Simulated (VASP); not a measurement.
**InP: phonons with r2SCAN**

Crystal: InP.

```
In P
1.0
     0.00000    2.93050    2.93050
     2.93050    0.00000    2.93050
     2.93050    2.93050    0.00000
In P
1 1
Direct
  0.00000 0.00000 0.00000
  0.25000 0.25000 0.25000
```

```json
{
 "Program": "VASP 6.6.1",
 "Task": "phonons",
 "Functional": "r2SCAN",
 "Potentials or basis": "VASP PAW PBE potentials, release 64 (In_d, P)",
 "Cutoff": "600 eV",
 "k mesh": "10 × 10 × 10",
 "Occupations": "gaussian, width 0.02 eV",
 "Spin": "no spin polarisation",
 "Further INCAR settings": "ALGO = Normal; EDIFF = 1e-08; IBRION = 6; POTIM = 0.015; NSW = 1"
}
```

```
Relaxed volume                                          : 25.73 Å³/atom
Relaxed cell                                            : a = 4.175 Å, b = 4.175 Å, c = 4.175 Å, α = 60.00°, β = 60.00°, γ = 60.00°
Space group after relaxing (to 0.05 Å)                  : F-43m (No. 216)
Highest phonon frequency at Γ, LO-TO splitting left out : 295 cm⁻¹
```

The path:
```
step  energy change (eV)  largest force (eV/Å)  pressure (GPa)  volume (Å³)
   1              0.0000                0.0000            1.61        50.33
   2             -0.0034                0.0000           -0.93        52.20
   3             -0.0055                0.0000            0.01        51.46
```

Final structure:
```cif
data_structure
_symmetry_space_group_name_H-M 'P 1'
_symmetry_Int_Tables_number 1
_cell_length_a 4.1752
_cell_length_b 4.1752
_cell_length_c 4.1752
_cell_angle_alpha 60.000
_cell_angle_beta 60.000
_cell_angle_gamma 60.000
_cell_volume 51.46
loop_
_atom_site_label
_atom_site_type_symbol
_atom_site_fract_x
_atom_site_fract_y
_atom_site_fract_z
_atom_site_occupancy
In1 In 0.00000 0.00000 0.00000 1
P1 P 0.25000 0.25000 0.25000 1
```

Phonon frequencies in cm⁻¹ (negative: imaginary):
```tsv
q point	frequencies
(0.000, 0.000, 0.000)	0 0 0 295 295 295
```

Run time: 29 min on 1 thread of Intel(R) Xeon(R) Platinum 8488C (Sapphire Rapids) (shared host), peak memory 0.39 GiB.

Caveat: the PAW data sets were made with another functional, which shifts forces and pressure a little.
